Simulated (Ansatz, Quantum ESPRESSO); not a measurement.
# Re and spin-orbit coupling, program beside program

```xyz
2
Lattice="2.7608 0.0000 0.0000 -1.3804 2.3909 0.0000 0.0000 0.0000 4.4582" Properties=species:S:1:pos:R:3 pbc="T T T"
Re    1.3804    0.7970    3.3436
Re    0.0000    1.5939    1.1145
```

Kept alike: task band structure; functional PBE; k mesh 11 × 11 × 6; occupations fermi-dirac, width 0.05 eV. The mesh is that of the run's cell of 2 atoms.

- A: Ansatz, Ansatz PAW, cutoff 420 eV
- B: Quantum ESPRESSO; PseudoDojo 0.4.1 SR PBE standard (False); PseudoDojo 0.4 FR PBE standard (True), cutoff 980 eV

| spin-orbit coupling | A: pressure (GPa) | B: pressure (GPa) |
| --- | --- | --- |
| off | 6.00 | 5.83 |
| on | 6.69 | 7.30 |

Pressure is positive in compression; plane-wave values hold the error of the finite cutoff, which Ansatz corrects. For a metal such a mesh leaves the last digits unconverged.

Question: How large is the effect of spin-orbit coupling, and do the programs agree on it?

Answer: From off to on the pressure moves by +0.69 in A, +1.47 in B (GPa). Row by row the programs differ by 0.17 to 0.61, and the shifts point the same way but differ by 53 % of the larger.
